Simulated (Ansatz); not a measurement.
# An O vacancy in cubic perovskite KTaO3, 39 atoms, charge −1

These are results of DFT, PBEsol, PAW, plane waves in Ansatz 0.2.0, not measurements.

Command:

```sh
ansatz run in.yaml --threads 8 --pin off --max-ram 17100MiB --runs-dir r --events-out ev --progress --plain
```

The input less its lattice and atoms (starting moments on atoms near the defect: 1 μB in all):

```yaml
crystal:
  symmetry: { detect: false }
kpoints:
  mp_grid: { grid: [1, 1, 1], shift: [0.25, 0.25, 0.25] }
hamiltonian:
  xc: pbesol
total_charge: -1
magnetization:
  spin_polarized: true
scf:
  occupations: { method: fermi_dirac, width: 0.01 }
relax:
  f_tol: 0.03
  max_steps: 80
  escape_saddle: false
  adjacent_minimum: "off"
output:
  forces: true
  eigenvalues: true
  populations: true
  charged_corrections: { epsilon: 200 }
  write_density: true
  write_potential: true
  elf: true
  volumetric_format: npy
```

Start:

```
K Ta O
1.0
     7.97088    0.00000    0.00000
     0.00000    7.97088    0.00000
     0.00000    0.00000    7.97088
K Ta O
8 8 23
Direct
  0.99804 0.00266 0.99495
  0.00194 0.00065 0.50116
  0.99848 0.50180 0.99370
  0.00169 0.49819 0.50250
  0.49895 0.00055 0.00200
  0.50169 0.99823 0.49985
  0.50268 0.49771 0.99908
  0.49975 0.50174 0.49933
  0.25124 0.25378 0.24717
  0.25165 0.24951 0.74716
  0.24765 0.74974 0.25139
  0.25404 0.74931 0.75070
  0.75354 0.25205 0.24707
  0.75299 0.25048 0.74774
  0.75256 0.75033 0.24578
  0.75256 0.75029 0.74576
  0.25020 0.25034 0.99883
  0.25017 0.74860 0.99623
  0.24480 0.75164 0.49849
  0.75221 0.24735 0.99842
  0.75147 0.24865 0.50059
  0.75205 0.74526 0.00070
  0.74921 0.74998 0.50128
  0.00289 0.25025 0.25081
  0.00145 0.25119 0.75358
  0.00510 0.74967 0.24900
  0.99910 0.75423 0.74746
  0.49574 0.24833 0.25364
  0.50018 0.24874 0.75350
  0.50166 0.75041 0.24859
  0.50334 0.74251 0.74998
  0.24997 0.00239 0.25292
  0.25083 0.00261 0.74729
  0.24908 0.50041 0.25029
  0.25281 0.50330 0.74886
  0.74740 0.99700 0.25297
  0.75332 0.99946 0.75199
  0.75358 0.50107 0.25232
  0.74902 0.50256 0.74916
```

Steps:

```csv
step,energy less the first (eV),largest force component (eV/Å)
start,0.000,0.944
1,-0.152,0.613
2,-0.154,0.934
3,-0.319,0.352
4,-0.323,0.445
5,-0.348,0.191
6,-0.358,0.120
7,-0.359,0.051
8,-0.360,0.050
9,-0.360,0.016
```

A structure on the way, about -0.35 eV from the start:

```
K Ta O
1.0
     7.97088    0.00000    0.00000
     0.00000    7.97088    0.00000
     0.00000    0.00000    7.97088
K Ta O
8 8 23
Cartesian
  7.9701 7.9622 7.9583
  7.9520 7.9469 3.9893
  0.0039 3.9963 7.9695
  7.9660 3.9986 3.9829
  4.0034 7.9611 7.9630
  4.0171 7.9420 3.9767
  4.0132 3.9995 0.0084
  4.0261 4.0165 3.9695
  1.9556 1.9336 1.9658
  2.0791 2.0427 5.9971
  1.9928 5.9262 1.9927
  2.0144 6.0205 5.9667
  5.9506 1.9859 2.0045
  6.0603 2.0020 5.9769
  5.9840 5.9747 1.9825
  5.9971 5.9836 5.9726
  1.8922 2.0283 7.9609
  2.0022 5.9641 7.9646
  2.0007 5.9933 3.9764
  5.9874 1.9859 7.9647
  5.9484 1.9986 3.9896
  5.9866 5.9864 7.9682
  5.9905 5.9702 3.9847
  0.0039 1.9745 2.0567
  0.0173 2.0145 5.9305
  0.0072 5.9695 1.9823
  0.0156 5.9811 5.9793
  3.9573 1.9721 2.0113
  3.9777 2.0053 5.9549
  3.9895 5.9734 1.9865
  3.9985 5.9921 5.9785
  1.9843 0.0094 2.0031
  2.0183 0.0250 5.9464
  1.9926 3.9609 2.0275
  2.0330 3.9823 5.9156
  5.9790 7.9680 1.9945
  5.9968 0.0043 5.9746
  5.9787 3.9793 1.9830
  5.9895 3.9889 5.9931
```

End:

```xyz
39
Lattice="7.9709 0.0000 0.0000 0.0000 7.9709 0.0000 0.0000 0.0000 7.9709" Properties=species:S:1:pos:R:3 pbc="T T T"
K     7.9623    7.9599    7.9589
K     7.9514    7.9475    3.9853
K     7.9674    4.0002    7.9690
K     7.9657    3.9986    3.9815
K     4.0116    7.9541    7.9668
K     4.0198    7.9432    3.9795
K     4.0112    4.0038    0.0069
K     4.0242    4.0166    3.9756
Ta    1.9549    1.9155    1.9547
Ta    2.0851    2.0525    5.9984
Ta    1.9977    5.9045    1.9922
Ta    2.0010    6.0325    5.9651
Ta    5.9476    1.9941    2.0022
Ta    6.0684    1.9975    5.9743
Ta    5.9858    5.9813    1.9862
Ta    5.9851    5.9803    5.9753
O     1.9029    2.0431    7.9665
O     1.9986    5.9837    7.9686
O     2.0042    5.9902    3.9792
O     5.9782    1.9953    7.9637
O     5.9616    1.9888    3.9874
O     5.9840    5.9759    7.9673
O     5.9865    5.9779    3.9821
O     0.0055    1.9736    2.0483
O     0.0191    1.9959    5.9394
O     0.0095    5.9691    1.9806
O     0.0150    5.9800    5.9767
O     3.9620    1.9759    2.0167
O     3.9757    2.0036    5.9298
O     3.9908    5.9754    1.9812
O     3.9950    5.9825    5.9813
O     1.9904    0.0141    2.0359
O     2.0158    0.0276    5.9458
O     1.9992    3.9691    2.0212
O     2.0219    3.9816    5.9208
O     5.9815    7.9692    1.9825
O     5.9883    0.0022    5.9834
O     5.9843    3.9785    1.9893
O     5.9948    3.9845    5.9836
```

The run converged.

Time: 110 s of wall time on 8 threads of a Neoverse-V2 processor, on a host shared with other runs; peak host memory 1.4 GiB.

(1) How much energy did the relaxation gain, and which atom moved most?

The moment started at 1 μB and ended at 1.0 μB; no other spin state is shown. The one k point has no symmetry partners, which can distort the end along one axis.

## Answers

(1) 0.36 eV in 9 steps, from a start with small random displacements (the gain also holds any tilting of the ideal host); atom 9 (Ta) moved 0.12 Å, the median atom 0.04 Å (drift of the whole cell removed).
